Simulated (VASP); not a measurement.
# AlN (P6_3mc) in VASP: settings compared

One crystal, AlN, is run at these levels: r2SCAN-EpsX, TB-mBJ; tasks: band structure.

Program: VASP 6.6.1. These are calculated values, not measurements. Logs are shortened: lines on timing, memory, paths and dates and some standing lists are left out, and cuts for length are marked.

**The experiment to reproduce.**

From “Structural and optical properties of self-assembled AlN nanowires grown on SiO2/Si substrates by molecular beam epitaxy”, 2024, arxiv:2402.00216, for a bulk crystal of AlN at 0 K: band gap 6.0343 eV (an exciton energy, a little under the gap).

The results are compared with them further down.

## (1) The crystal as given

The structure is hexagonal, space group P6_3mc (No. 186). Conventional cell: a = 3.113 Å, b = 3.113 Å, c = 4.981 Å, α = 90.00°, β = 90.00°, γ = 120.00°. Al (site symmetry 3m) is surrounded by 4 N at 1.89 Å. N (site symmetry 3m) has 4 Al at 1.89 Å as nearest neighbours.

## (2) Band structure, r2SCAN-EpsX

File POSCAR:

```
AlN
1.0
    3.1130000000      0.0000000000      0.0000000000
   -1.5565000000      2.6959370820      0.0000000000
    0.0000000000      0.0000000000      4.9810000000
Al N
2 2
Direct
    0.6666666667      0.3333333333      0.5000000000
    0.3333333333      0.6666666667      0.0000000000
    0.6666666667      0.3333333333      0.8800000000
    0.3333333333      0.6666666667      0.3800000000
```

File INCAR.step1:

```
PREC     = Accurate       # precision mode
ENCUT    = 520            # plane-wave cutoff, eV
EDIFF    = 1E-8           # SCF threshold, eV
ISMEAR   = 0              # smearing method
SIGMA    = 0.02           # smearing width, eV
LREAL    = False          # projectors in reciprocal space
LASPH    = True           # aspherical terms in the spheres
NELM     = 100            # most SCF steps
ALGO     = Normal         # electronic algorithm
ISIF     = 2              # what is computed and relaxed
LWAVE    = False          # write WAVECAR
LCHARG   = False          # write CHGCAR
GGA      = PE             # functional
LEPSILON = True           # dielectric tensor by DFPT
KPAR     = 4
```

File KPOINTS.step1:

```
Automatic mesh
0
G
  10 10 6
  0 0 0
```

File INCAR.step2:

```
PREC     = Accurate       # precision mode
ENCUT    = 520            # plane-wave cutoff, eV
EDIFF    = 1E-5           # SCF threshold, eV
ISMEAR   = 0              # smearing method
SIGMA    = 0.02           # smearing width, eV
LREAL    = False          # projectors in reciprocal space
LASPH    = True           # aspherical terms in the spheres
NELM     = 100            # most SCF steps
ALGO     = Normal         # electronic algorithm
ISIF     = 2              # what is computed and relaxed
LWAVE    = True           # write WAVECAR
LCHARG   = False          # write CHGCAR
NBANDS   = 16             # bands
GGA      = PE             # functional
KPAR     = 4
```

File KPOINTS.step2:

```
Automatic mesh
0
Gamma
  6 6 4
```

File INCAR.step3:

```
PREC     = Accurate       # precision mode
ENCUT    = 520            # plane-wave cutoff, eV
EDIFF    = 1E-7           # SCF threshold, eV
ISMEAR   = 0              # smearing method
SIGMA    = 0.02           # smearing width, eV
LREAL    = False          # projectors in reciprocal space
LASPH    = True           # aspherical terms in the spheres
NELM     = 100            # most SCF steps
ALGO     = Normal         # electronic algorithm
ISIF     = 2              # what is computed and relaxed
LWAVE    = False          # write WAVECAR
LCHARG   = False          # write CHGCAR
METAGGA  = R2SCAN         # meta-GGA
LHFCALC  = True           # exact exchange
AEXX     = 0.2218         # exact-exchange fraction
LMIXTAU  = True         
PRECFOCK = Fast         
NBANDS   = 16             # bands
ISTART   = 1            
HFRCUT   = -1           
KPAR     = 4
```

File KPOINTS.step3:

```
Automatic mesh
0
Gamma
  6 6 4
```

File KPOINTS_OPT:

```
path GMKGALHA,LM,KH
12
line-mode
reciprocal
 0.0000000000  0.0000000000  0.0000000000  G
 0.5000000000  0.0000000000  0.0000000000  M

 0.5000000000  0.0000000000  0.0000000000  M
 0.3333333333  0.3333333333  0.0000000000  K

 0.3333333333  0.3333333333  0.0000000000  K
 0.0000000000  0.0000000000  0.0000000000  G

 0.0000000000  0.0000000000  0.0000000000  G
 0.0000000000  0.0000000000  0.5000000000  A

 0.0000000000  0.0000000000  0.5000000000  A
 0.5000000000  0.0000000000  0.5000000000  L

 0.5000000000  0.0000000000  0.5000000000  L
 0.3333333333  0.3333333333  0.5000000000  H

 0.3333333333  0.3333333333  0.5000000000  H
 0.0000000000  0.0000000000  0.5000000000  A

 0.5000000000  0.0000000000  0.5000000000  L
 0.5000000000  0.0000000000  0.0000000000  M

 0.3333333333  0.3333333333  0.0000000000  K
 0.3333333333  0.3333333333  0.5000000000  H
```

Potentials or basis: VASP PAW PBE potentials, release 64 (Al, N).

Launch:

```bash
cat potpaw_PBE.64/Al/POTCAR potpaw_PBE.64/N/POTCAR > POTCAR
cp INCAR.step1 INCAR
cp KPOINTS.step1 KPOINTS
mpirun -np 4 vasp_std > vasp.out
cp INCAR.step2 INCAR
cp KPOINTS.step2 KPOINTS
mpirun -np 4 vasp_std > vasp.out
cp INCAR.step3 INCAR
cp KPOINTS.step3 KPOINTS
mpirun -np 4 vasp_std > vasp.out
```

OUTCAR:

```text
PREC = Accurate
   ENCUT = 520
   EDIFF = 1E-7
   ISMEAR = 0
   LREAL = False
   LASPH = True
   NELM = 100
   ISIF = 2
   METAGGA = R2SCAN
   LHFCALC = True
   AEXX = 0.2218
   PRECFOCK = Fast
   ISTART = 1

 ion  position               nearest neighbor table
   1  0.667  0.333  0.500-   3 1.89   4 1.89   4 1.89   4 1.89   2 3.07   2 3.07   2 3.07   2 3.07
                             2 3.07   2 3.07
   2  0.333  0.667  0.000-   4 1.89   3 1.89   3 1.89   3 1.89   1 3.07   1 3.07   1 3.07   1 3.07
                             1 3.07   1 3.07
   3  0.667  0.333  0.880-   1 1.89   2 1.89   2 1.89   2 1.89
   4  0.333  0.667  0.380-   2 1.89   1 1.89   1 1.89   1 1.89

  LATTYP: Found a hexagonal cell.
 ALAT       =     3.1130000000
 C/A-ratio  =     1.6000642467

  Lattice vectors:

 A1 = (   3.1130000000,   0.0000000000,   0.0000000000)
 A2 = (  -1.5565000000,   2.6959370820,   0.0000000000)
 A3 = (   0.0000000000,   0.0000000000,   4.9810000000)

Analysis of symmetry for initial positions (statically):
=====================================================================
 Subroutine PRICEL returns:
 Original cell was already a primitive cell.

 Routine SETGRP: Setting up the symmetry group for a
 hexagonal supercell.

 Subroutine GETGRP returns: Found 12 space group operations
 (whereof  6 operations were pure point group operations)
 out of a pool of 24 trial point group operations.

The static configuration has the point symmetry C_3v.
 The point group associated with its full space group is C_6v.

Analysis of symmetry for dynamics (positions and initial velocities):
=====================================================================
 Subroutine PRICEL returns:
 Original cell was already a primitive cell.

 Routine SETGRP: Setting up the symmetry group for a
 hexagonal supercell.

 Subroutine GETGRP returns: Found 12 space group operations
 (whereof  6 operations were pure point group operations)
 out of a pool of 24 trial point group operations.

The dynamic configuration has the point symmetry C_3v.
 The point group associated with its full space group is C_6v.

 Subroutine INISYM returns: Found 12 space group operations
 (whereof  6 operations are pure point group operations),
 and found     1 'primitive' translations

----------------------------------------------------------------------------------------

                                     Primitive cell

  volume of cell :      41.8028

  direct lattice vectors                    reciprocal lattice vectors
     3.113000000  0.000000000  0.000000000     0.321233537  0.185464269  0.000000000
    -1.556500000  2.695937082  0.000000000     0.000000000  0.370928538  0.000000000
     0.000000000  0.000000000  4.981000000     0.000000000  0.000000000  0.200762899

  length of vectors
     3.113000000  3.113000000  4.981000000     0.370928538  0.370928538  0.200762899

  position of ions in fractional coordinates (direct lattice)
     0.666666667  0.333333333  0.500000000
     0.333333333  0.666666667  0.000000000
     0.666666667  0.333333333  0.880000000
     0.333333333  0.666666667  0.380000000

  ion indices of the primitive-cell ions
   primitive index   ion index
                 1           1
                 2           2
                 3           3
                 4           4

----------------------------------------------------------------------------------------

 KPOINTS: Automatic mesh

Automatic generation of k-mesh.
 Grid dimensions read from file:
 generate k-points for:    6    6    4

 Generating k-lattice:

  Cartesian coordinates                     Fractional coordinates (reciprocal lattice)
     0.053538923  0.030910711  0.000000000     0.166666667  0.000000000  0.000000000
     0.000000000  0.061821423  0.000000000     0.000000000  0.166666667  0.000000000
     0.000000000  0.000000000  0.050190725     0.000000000  0.000000000  0.250000000

  Length of vectors
     0.061821423  0.061821423  0.050190725

  Shift w.r.t. Gamma in fractional coordinates (k-lattice)
[... 43 lines left out ...]
   NKREDY  =     1    reduce k-point grid by
   NKREDZ  =     1    reduce k-point grid by
   AEXX    =    0.2218 exact exchange contribution
   HFSCREEN=    0.0000 screening length (either q_TF or 0.3 A-1)
   HFSCREENC=   0.0000 screening length for correlation (either q_TF or 0.3 A-1)
   ENCUTFOCK=  -1.0 apply spherical cutoff to Coloumb kernel
   IVDW    =     0    specifies the selected vdW correction
   LEPSILON=     F    determine dielectric tensor
   LRPA    =     F    only Hartree local field effects (RPA)
 non-spin polarized calculation
 Gauss-broadening in eV      SIGMA  =   0.02
  energy-cutoff  :      520.00
  volume of cell :       41.80
 maximum number of plane-waves:      1152
 NGX is ok and might be reduce to    24
  NGX = 14; NGY = 14; NGZ = 24

 number of electron      15.9999997 magnetization

 Free energy of the ion-electron system (eV)
  ---------------------------------------------------
  ext. energy  EPLUGINS =         0.00000000
  ---------------------------------------------------
  free energy    TOTEN  =       -42.65296896 eV

  energy without entropy =      -42.65296896  energy(sigma->0) =      -42.65296896

 E-fermi :   4.9600     XC(G=0):  -9.1623

 val. band max:        4.7998671703   @ k =   0.0000   0.0000   0.0000
 cond. band min:      11.3235260472   @ k =   0.0000   0.0000   0.0000
 fundamental gap:      6.5236588769
 Fermi energy:         4.9600164922

 k-point     1 :       0.0000    0.0000    0.0000
  band No.  band energies     occupation
      1     -12.2406      2.00000
      2      -9.9863      2.00000
      3      -1.6935      2.00000
      4       3.8683      2.00000
      5       3.8683      2.00000
      6       4.5960      2.00000
[... 8 lines left out ...]
     15      20.8397      0.00000
     16      20.8397      0.00000

 k-point     2 :       0.1667    0.0000    0.0000
  band No.  band energies     occupation
      1     -11.8740      2.00000
      2      -9.7915      2.00000
      3      -1.2383      2.00000
      4       2.3609      2.00000
      5       3.2366      2.00000
      6       3.4396      2.00000
[... 8 lines left out ...]
     15      20.1140      0.00000
     16      20.3578      0.00000
[... 330 lines left out ...]
      5       1.9741      2.00000
      6       1.9741      2.00000
[... 8 lines left out ...]
     15      21.2833      0.00000
     16      21.2833      0.00000

 k-point    21 :       0.3333    0.3333    0.5000
  band No.  band energies     occupation
      1      -9.5794      2.00000
      2      -9.5794      2.00000
      3      -0.4225      2.00000
      4      -0.4225      2.00000
      5       0.6434      2.00000
      6       0.6434      2.00000
[... 8 lines left out ...]
     15      21.4722      0.00000
     16      21.4722      0.00000

------------------------ aborting loop because EDIFF is reached ----------------------------------------

  FORCE on cell =-STRESS in cart. coord.  units (eV):
  Direction    XX          YY          ZZ          XY          YZ          ZX
  --------------------------------------------------------------------------------------
  -------------------------------------------------------------------------------------
  Total       -1.1924008     -1.1924008     -0.7326662      0.0000000      0.0000000      0.0000000
  in kB      -45.7011825    -45.7011825    -28.0809184      0.0000000      0.0000000      0.0000000
  external PRESSURE =     -39.8277612 kB  Pullay stress =       0.0000000 kB

 VOLUME and BASIS-vectors are now :
 -----------------------------------------------------------------------------
  energy-cutoff  :      520.00
  volume of cell :       41.80
      direct lattice vectors                 reciprocal lattice vectors
     3.113000000  0.000000000  0.000000000     0.321233537  0.185464269  0.000000000
    -1.556500000  2.695937082  0.000000000     0.000000000  0.370928538  0.000000000
     0.000000000  0.000000000  4.981000000     0.000000000  0.000000000  0.200762899

 POSITION                                       TOTAL-FORCE (eV/Angst)
 -----------------------------------------------------------------------------------
      1.55650      0.89865      2.49050        -0.000000      0.000000     -0.125253
     -0.00000      1.79729      0.00000         0.000000     -0.000000     -0.125253
      1.55650      0.89865      4.38328         0.000000     -0.000000      0.125253
     -0.00000      1.79729      1.89278        -0.000000      0.000000      0.125253
 -----------------------------------------------------------------------------------
    total drift:                               -0.000000     -0.000000     -0.018708

  FREE ENERGIE OF THE ION-ELECTRON SYSTEM (eV)
  ---------------------------------------------------
  free  energy   TOTEN  =       -42.6529689638 eV

  energy  without entropy=      -42.6529689638  energy(sigma->0) =      -42.65296896
```

Wall time 11 min (4 MPI ranks of Intel Xeon 6975P-C (Granite Rapids), shared host); peak memory 0.32 GiB.

Results:

```
Free energy             : -42.6530 eV
Pressure                : -4.0 GPa
Largest force           : 0.125 eV/Å
Band gap on the k mesh  : 6.52 eV, direct
Band gap along the path : 6.52 eV, direct
```

Forces on the atoms (eV/Å):
```
Al   0.000  0.000 -0.125
Al   0.000  0.000 -0.125
N    0.000  0.000  0.125
N    0.000  0.000  0.125
```

Stress tensor (GPa, compression positive):
```
-4.57  0.00  0.00
 0.00 -4.57  0.00
 0.00  0.00 -2.81
```

Levels at the corners of the path, in eV from the valence-band top:
```tsv
point	band 6	band 7	band 8	band 9	band 10	band 11
Γ	-0.20	-0.20	0.00	6.52	9.20	13.59
M	-2.28	-1.88	-0.74	8.13	8.20	10.80
M	-2.28	-1.88	-0.74	8.13	8.20	10.80
K	-2.66	-2.59	-2.59	7.30	11.01	12.48
K	-2.66	-2.59	-2.59	7.30	11.01	12.48
Γ	-0.20	-0.20	0.00	6.52	9.20	13.59
Γ	-0.20	-0.20	0.00	6.52	9.20	13.59
A	-0.58	-0.58	-0.58	8.95	8.95	13.16
A	-0.58	-0.58	-0.58	8.95	8.95	13.16
L	-1.59	-1.48	-1.48	7.64	7.64	11.92
L	-1.59	-1.48	-1.48	7.64	7.64	11.92
H	-4.16	-0.87	-0.87	9.92	9.92	10.41
H	-4.16	-0.87	-0.87	9.92	9.92	10.41
A	-0.58	-0.58	-0.58	8.95	8.95	13.16
L	-1.59	-1.48	-1.48	7.64	7.64	11.92
M	-2.28	-1.88	-0.74	8.13	8.20	10.80
K	-2.66	-2.59	-2.59	7.30	11.01	12.48
H	-4.16	-0.87	-0.87	9.92	9.92	10.41
```

Caveat: the PAW data sets were made with another functional, which shifts forces and pressure a little.

## (3) Band structure, TB-mBJ

POSCAR is that of step 2.

File INCAR.step1:

```
ALGO = Normal
EDIFF = 1E-5
ENCUT = 520
GGA = PE
ISIF = 2
ISMEAR = 0
LASPH = T
LCHARG = F
LREAL = F
LWAVE = T
NBANDS = 16
NELM = 60
PREC = Accurate
SIGMA = 0.02
```

File INCAR.step2:

```
ALGO = Normal
EDIFF = 1E-7
ENCUT = 520
ISIF = 2
ISMEAR = 0
ISTART = 1
LASPH = T
LCHARG = F
LREAL = F
LWAVE = F
METAGGA = MBJ
NBANDS = 16
NELM = 60
PREC = Accurate
SIGMA = 0.02
```

File KPOINTS:

```
k-points
0
Gamma
  10 10 6
```

Changes to KPOINTS_OPT since step 2:

```diff
@@ -1,3 +1,3 @@
 path GMKGALHA,LM,KH
-12
+20
 line-mode
```

Potentials or basis: VASP PAW PBE potentials, release 64 (Al, N).

Launch:

```bash
cat potpaw_PBE.64/Al/POTCAR potpaw_PBE.64/N/POTCAR > POTCAR
cp INCAR.step1 INCAR
mpirun -np 1 vasp_std > vasp.out
cp INCAR.step2 INCAR
mpirun -np 1 vasp_std > vasp.out
```

It took 2.5 min on 1 thread of Intel Xeon Platinum 8488C (Sapphire Rapids), shared host; peak memory 0.2 GiB.

It converged, with:

```
Band gap on the k mesh  : 5.38 eV, direct
Band gap along the path : 5.38 eV, direct
```

Levels at the corners of the path, in eV from the valence-band top:
```csv
point,band 4,band 5,band 6,band 7,band 8,band 9,band 10,band 11,band 12,band 13
Γ,-0.84,-0.84,-0.18,-0.18,0.00,5.38,7.92,12.24,12.47,12.47
M,-3.91,-3.15,-2.01,-1.60,-0.67,7.26,7.29,9.39,11.81,12.22
M,-3.91,-3.15,-2.01,-1.60,-0.67,7.26,7.29,9.39,11.81,12.22
K,-3.53,-3.53,-2.29,-2.24,-2.24,6.66,9.85,11.08,11.08,12.87
K,-3.53,-3.53,-2.29,-2.24,-2.24,6.66,9.85,11.08,11.08,12.87
Γ,-0.84,-0.84,-0.18,-0.18,0.00,5.38,7.92,12.24,12.47,12.47
Γ,-0.84,-0.84,-0.18,-0.18,0.00,5.38,7.92,12.24,12.47,12.47
A,-3.10,-0.52,-0.52,-0.52,-0.52,7.62,7.62,11.79,11.79,12.74
A,-3.10,-0.52,-0.52,-0.52,-0.52,7.62,7.62,11.79,11.79,12.74
L,-5.21,-1.40,-1.40,-1.30,-1.30,6.74,6.74,10.59,10.59,13.38
L,-5.21,-1.40,-1.40,-1.30,-1.30,6.74,6.74,10.59,10.59,13.38
H,-4.52,-3.53,-3.53,-0.79,-0.79,8.94,8.94,9.18,9.18,13.34
H,-4.52,-3.53,-3.53,-0.79,-0.79,8.94,8.94,9.18,9.18,13.34
A,-3.10,-0.52,-0.52,-0.52,-0.52,7.62,7.62,11.79,11.79,12.74
L,-5.21,-1.40,-1.40,-1.30,-1.30,6.74,6.74,10.59,10.59,13.38
M,-3.91,-3.15,-2.01,-1.60,-0.67,7.26,7.29,9.39,11.81,12.22
K,-3.53,-3.53,-2.29,-2.24,-2.24,6.66,9.85,11.08,11.08,12.87
H,-4.52,-3.53,-3.53,-0.79,-0.79,8.94,8.94,9.18,9.18,13.34
```

Caveat: the PAW data sets were made with another functional, which shifts forces and pressure a little.

## (4) The reference run

An earlier run on the cell as given: functional PBE; potentials or basis VASP PAW PBE potentials, release 64 (Al, N); cutoff 520 eV; k mesh 10 × 10 × 6; occupations fermi-dirac, width 0.05 eV; no spin polarisation.

* Pressure: 3.5 GPa
* Largest force: 0.129 eV/Å
* Band gap on the k mesh: 4.22 eV, direct

## (5) The runs side by side

| task | level | k mesh | smearing | ladder | grid for exact exchange (PRECFOCK) | exchange at q = 0 | share of exact exchange | gap on the mesh (eV) | pressure (GPa) | largest force (eV/Å) |
| --- | --- | --- | --- | --- | --- | --- | --- | --- | --- | --- |
| band structure | r2SCAN-EpsX | 6 × 6 × 4 | gaussian 0.02 eV | gaps | Fast | truncated | 0.2218 | 6.52 | -4.0 | 0.13 |
| band structure | TB-mBJ | 10 × 10 × 6 | gaussian 0.02 eV | free | - | - | - | 5.38 | - | - |
| single point | PBE | 10 × 10 × 6 | fermi-dirac 0.05 eV | - | - | - | - | 4.22 | 3.5 | 0.13 |

Alike in all rows: potentials or basis VASP PAW PBE potentials, release 64 (Al, N); no spin polarisation; cell as given; cutoff (eV) 520.

On the cell as given the gap runs from 4.22 eV (PBE) to 6.52 eV (r2SCAN-EpsX); the meshes differ, which moves gaps too.

Caveats: the PAW data sets were made with another functional, which shifts forces and pressure a little (some runs).

Total energies depend on the potentials used, so only differences within one code and one set of settings carry meaning.

## (6) Comparison with measurements

Step 2. Against the measured gap of AlN, 6.0343 eV (an exciton energy, a little under the gap; 0 K; quoted in “Structural and optical properties of self-assembled AlN nanowires grown on SiO2/Si substrates by molecular beam epitaxy”, 2024, arxiv:2402.00216), the calculated 6.52 eV is off by +0.49 eV. 2 values of this kind are on record (6.034 to 6.0343 eV); this one was drawn at random. The value is that of r2SCAN-EpsX, without temperature or zero-point motion.

Step 3. Against the measured gap of AlN, 6.0343 eV (an exciton energy, a little under the gap; 0 K; quoted in “Structural and optical properties of self-assembled AlN nanowires grown on SiO2/Si substrates by molecular beam epitaxy”, 2024, arxiv:2402.00216), the calculated 5.38 eV is off by -0.65 eV. 2 values of this kind are on record (6.034 to 6.0343 eV); this one was drawn at random. The value is that of TB-mBJ, without temperature or zero-point motion.
